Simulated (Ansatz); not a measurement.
TiO2 from a database structure, 6 atoms and 48 valence electrons in a cell of about 68 Å³, was run 9 times in the plane-wave code Ansatz, each time on 4 threads of Arm Neoverse V1, with other jobs on the host.

| run | k mesh | irreducible k | cutoff (eV) | plane waves | bands | SCF iterations | wall time | peak host memory (GiB) |
| --- | --- | --- | --- | --- | --- | --- | --- | --- |
| relaxation, PBE | 8×8×8 | 59 | 420 | 1365 | 30 | 35 | 13 s | 0.47 |
| relaxation, r2SCAN | 8×8×8 | 59 | 500 | 1693 | 30 | 35 | 27 s | 0.89 |
| bands, PBE | 10×10×10 | 102 | 420 | 1317 | 29 | 7 | ? | ? |
| single point, r2SCAN | 10×10×10 | 102 | 500 | 1693 | 29 | 8 | 10 s | 0.66 |
| single point, HSE06 | 6×6×6 | 30 | 420 | 1317 | 29 | 19 | ? | ? |
| field response, r2SCAN | 8×8×8 | 150 | 500 | 1693 | 30 | 13 | ? | ? |
| relaxation, PBEsol | 8×8×8 | 59 | 420 | 1315 | 30 | 46 | 16 s | 0.47 |
| Γ phonons, PBEsol | 8×8×8 | 260 | 420 | 1315 | 30 | 14 | ? | ? |
| single point, PBE0 | 6×6×6 | 30 | 420 | 1317 | 29 | 21 | 2.4 min | 2.7 |

**Question.** What time and memory did the runs marked ? need?

**Answer.**
```csv
run,wall time,peak host memory (GiB)
"Γ phonons, PBEsol",3.8 min,2.5
"field response, r2SCAN",3 min,3
"bands, PBE",4.2 s,0.46
"single point, HSE06",2.3 min,2.7
```
